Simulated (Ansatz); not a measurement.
# AlAs: the cost of one run

Method: DFT PBEsol, scalar-relativistic, plane waves, PAW, in Ansatz 0.2.0.

That is the level of the relaxation; later steps name their own.

1 further run of the same task is left out (set aside as unsound or not needed).

### Step 1. The starting structure

Symmetry: F-43m, No. 216, cubic system. Conventional cell: a = 5.675 Å, b = 5.675 Å, c = 5.675 Å, α = 90.00°, β = 90.00°, γ = 90.00°. Al (site symmetry -43m) has 4 As at 2.46 Å as nearest neighbours. As (site symmetry -43m) has 4 Al at 2.46 Å as nearest neighbours.

Coordinates:

```
CELL_PARAMETERS angstrom
0.00000 2.83730 2.83730
2.83730 0.00000 2.83730
2.83730 2.83730 0.00000
ATOMIC_POSITIONS crystal
Al 0.00000 0.00000 0.00000
As 0.25000 0.25000 0.25000
```

This cell was relaxed beforehand with the same method: volume 22.84 Å³/atom, gap on the mesh 1.34 eV.

### Step 2. Band edges over the whole zone

input.yaml

```yaml
crystal:
  lattice:
    - [0.0, 2.8372981985, 2.8372981985]
    - [2.8372981985, 0.0, 2.8372981985]
    - [2.8372981985, 2.8372981985, 0.0]
  atoms:
    - { symbol: Al, position: [0.0, 0.0, 0.0] }
    - { symbol: As, position: [0.25, 0.25, 0.25] }
basis:
  ecutwfc: 420
kpoints:
  mp_grid: { grid: [8, 8, 8] }
  band_path: { path: [VBM, CBM], npoints: 2 }
hamiltonian:
  xc: pbesol
scf:
  occupations: { method: gaussian, width: 0.02 }
output:
  forces: true
  stress: true
  eigenvalues: true
```

The run is started by

```console
> ansatz run input.yaml --threads 4 --pin off --max-ram 10240MiB --backend cpu --events-out ev --progress --plain --runs-dir out
```

**Question.** How long does this run take on 4 threads of Arm Neoverse V1, shared host, and how much memory does it need?

About 1.9 s, with a peak of 0.32 GiB.
